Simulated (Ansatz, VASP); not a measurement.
# Two plane-wave programs on Ir

Contents of INCAR:

```
ALGO = Fast
EDIFF = 1E-6
ENCUT = 520
ISIF = 2
ISMEAR = 0
LASPH = T
LCHARG = F
LREAL = F
LWAVE = F
NBANDS = 16
NELM = 60
PREC = Accurate
SIGMA = 0.15
```

KPOINTS

```
k-points
0
Gamma
  21 21 12
```

File POSCAR:

```
Ir
1.0
    2.7583201541      0.0000000000      0.0000000000
   -1.3791600771      2.3887753253      0.0000000000
    0.0000000000      0.0000000000      4.4722974870
Ir
2
Direct
    0.6666666667      0.3333333333      0.7500000000
    0.3333333333      0.6666666667      0.2500000000
```

Input for Ansatz:

```yaml
crystal:
  lattice:
    - [2.7583201541, 0.0, 0.0]
    - [-1.3791600771, 2.3887753253, 0.0]
    - [0.0, 0.0, 4.472297487]
  atoms:
    - { symbol: Ir, position: [0.6666666667, 0.3333333333, 0.75] }
    - { symbol: Ir, position: [0.3333333333, 0.6666666667, 0.25] }
basis:
  ecutwfc: 420
kpoints:
  mp_grid: { grid: [21, 21, 12] }
hamiltonian:
  xc: lda
  pseudopotentials: { kind: paw, azcp: { folder: soft_1 } }
scf:
  occupations: { method: gaussian, width: 0.15 }
  lower_state_search: "off"
output:
  forces: true
  stress: true
  eigenvalues: true
```

Alike in both runs: task single point; functional LDA; k mesh 21 × 21 × 12; occupations gaussian, width 0.15 eV; no spin polarisation.

|  | VASP | Ansatz |
| --- | --- | --- |
| version | VASP 6.6.1 | Ansatz 0.2.0 |
| potentials or method | VASP PAW LDA potentials, release 64 (Ir) | scalar-relativistic, plane waves, PAW |
| plane-wave cutoff (eV) | 520 | 420 |
| valence electrons in the cell | 18 | 34 |

VASP gave:

```
gap on the k mesh at the Fermi level (eV)       : none
pressure (GPa)                                  : -18.0
largest component of the traceless stress (GPa) : 0.09
```

Q: Which values does Ansatz return?

A: gap on the k mesh at the Fermi level (eV): none; pressure (GPa): -20.1; largest component of the traceless stress (GPa): 0.09.

A gap of «none» marks a metal or a gap that the smearing closes. The two sets of potentials don't hold the same shells in valence. Ansatz warned: «pseudo_functional_mismatch».

Caveats: so large a pressure means that the cell lies far from this level's equilibrium, or that cutoff or potentials fall short (VASP). Spin-orbit coupling is left out, which matters for the levels of Ir.
